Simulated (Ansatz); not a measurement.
**Al2O3 with an O vacancy, one structure, two calculations**

Cell: a supercell of Al2O3 (corundum type, R-3c) built from a refined structure from the COD, with the ions relaxed around the defect (PBE).

Space group C2 (No. 5); a = 10.2604, b = 9.5210, c = 6.9987 Å, β = 95.85°.

```csv
site,Wyckoff,site symmetry,x,y,z
Al1,4c,1,0.3530,0.9983,0.3957
Al2,4c,1,0.8558,0.0028,0.4091
Al3,4c,1,0.6095,0.2613,0.8875
Al4,4c,1,0.6022,0.7497,0.8960
Al9,4c,1,0.6683,0.9902,0.1149
Al10,4c,1,0.1438,0.0004,0.1078
Al11,4c,1,0.3984,0.7525,0.6004
Al12,4c,1,0.3971,0.2473,0.6029
O17,2a,2,0.5000,0.5989,0.0000
O18,4c,1,0.2486,0.8468,0.4978
O20,4c,1,0.6730,0.0752,0.3476
O21,4c,1,0.1728,0.0775,0.3455
O22,4c,1,0.4213,0.8295,0.8478
O23,4c,1,0.4251,0.3160,0.8544
O28,2b,2,0.5000,0.9035,0.5000
O29,2b,2,0.5000,0.3993,0.5000
O30,4c,1,0.7433,0.1524,0.0002
O32,4c,1,0.3274,0.9258,0.1457
O33,4c,1,0.8348,0.9310,0.1593
O34,4c,1,0.5741,0.1693,0.6607
O35,4c,1,0.5762,0.6748,0.6528
```

One atom of each set is listed; the run and its k-mesh use a cell of 39 atoms with edges of 7.00, 7.00, 7.00 Å.

First run. All values are calculated (Ansatz; DFT, PBE, plane waves and PAW, scalar-relativistic, 420 eV cutoff, Γ-centred 3×3×3 k-points, Fermi–Dirac smearing 0.01 eV, cell charge +2), not measured.

| site | V_zz (10²¹ V/m²) | η |
| --- | --- | --- |
| Al2 | -0.57 | 0.82 |
| Al3 | 2.28 | 0.14 |
| Al4 | 1.19 | 0.76 |
| Al9 | 3.33 | 0.17 |
| O20 | -4.49 | 0.52 |
| O21 | -3.47 | 0.69 |
| O22 | -3.07 | 0.79 |
| O23 | -4.99 | 0.53 |
| O28 | -3.60 | 0.75 |
| O29 | -3.61 | 0.13 |
| O30 | -5.45 | 0.77 |
| O32 | -2.37 | 0.66 |
| O33 | -3.28 | 0.75 |
| O34 | -3.71 | 0.69 |

Second run. The same atoms and settings, except that the functional is r2SCAN and the cutoff is 500 eV.

**Question.** Given the first result, estimate the second.

**Answer.** 

```tsv
site	V_zz	η	change of V_zz
Al2	-0.58	0.81	-0.01
Al3	2.26	0.14	-0.02
Al4	1.18	0.77	-0.01
Al9	3.30	0.18	-0.03
O20	-4.50	0.51	-0.01
O21	-3.43	0.69	+0.04
O22	-3.03	0.82	+0.04
O23	-5.07	0.56	-0.08
O28	-3.57	0.76	+0.03
O29	-3.58	0.11	+0.03
O30	-5.53	0.79	-0.08
O32	-2.28	0.69	+0.09
O33	-3.24	0.78	+0.04
O34	-3.67	0.71	+0.04
```

The largest change of V_zz is on O32, from -2.37 to -2.28. In per cent, |V_zz| changes by -1 to +1 on Al, -4 to +2 on O (all sites that start above 0.5). The table leaves out 7 of the 21 sites, with |V_zz| up to 4.36; their tensors move by 0.04 at most along any direction. The statements above cover all sites.

The defect repeats with the cell of 39 atoms, so it feels its images: sites between two images don't show the values beside a lone defect, and zeros or small values of η there can come from the images' arrangement. Al and O carry a gradient in the pure host already, so the values there aren't the defect's effect alone. A uniform background compensates the cell's charge.
For the first run: The cell keeps the host's lattice, where the PBE pressure is 14 GPa (in a charged cell this depends on the convention for the mean potential).
For the second run: With these PAW files V_zz is typically within 2 to 3 % of all-electron values, but misses above 10 % occur on Al. The cell keeps the host's lattice, where the r2SCAN pressure is 6 GPa (in a charged cell this depends on the convention for the mean potential).
